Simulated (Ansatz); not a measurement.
The system is CaO.

```
Ca O
1.0
     0.00000    2.40356    2.40356
     2.40356    0.00000    2.40356
     2.40356    2.40356    0.00000
Ca O
1 1
Direct
  0.00000 0.00000 0.00000
  0.50000 0.50000 0.50000
```

The cell is a database's computed one.

```yaml
Program: Ansatz 0.2.0
Task: single point
Functional: PBE
Potentials_or_basis: all-electron LAPW, scalar-relativistic
Cutoff: 246 eV (chosen from the basis error)
Basis_error_allowed: 0.001 eV/atom
k_mesh: 10 × 10 × 10
Occupations: fermi-dirac, width 0.05 eV
Spin: no spin polarisation
```

On this cell: pressure 1.6 GPa; largest force zero by symmetry; band gap on the k mesh 3.65 eV, indirect (least direct gap 4.03 eV).

The same run follows on a disturbed copy (atoms moved at random, drawn with an rms of 0.05 Å):

```
Ca O
1.0
     0.00000    2.40356    2.40356
     2.40356    0.00000    2.40356
     2.40356    2.40356    0.00000
Ca O
1 1
Direct
  0.01087 0.99606 0.99431
  0.51454 0.50652 0.48857
```

**Question.** What changes?

**Answer.** The energy moves by +1.0 meV/atom; pressure 1.7 GPa; largest force 0.108 eV/Å; band gap on the k mesh 3.66 eV, indirect (least direct gap 4.03 eV).

Forces on the atoms (eV/Å):
```
Ca   0.034 -0.015  0.102
O   -0.034  0.015 -0.102
```

Stress tensor (GPa, compression positive):
```
 1.61  0.00 -0.01
 0.00  1.59  0.00
-0.01  0.00  1.76
```

A k mesh can miss the band edges.
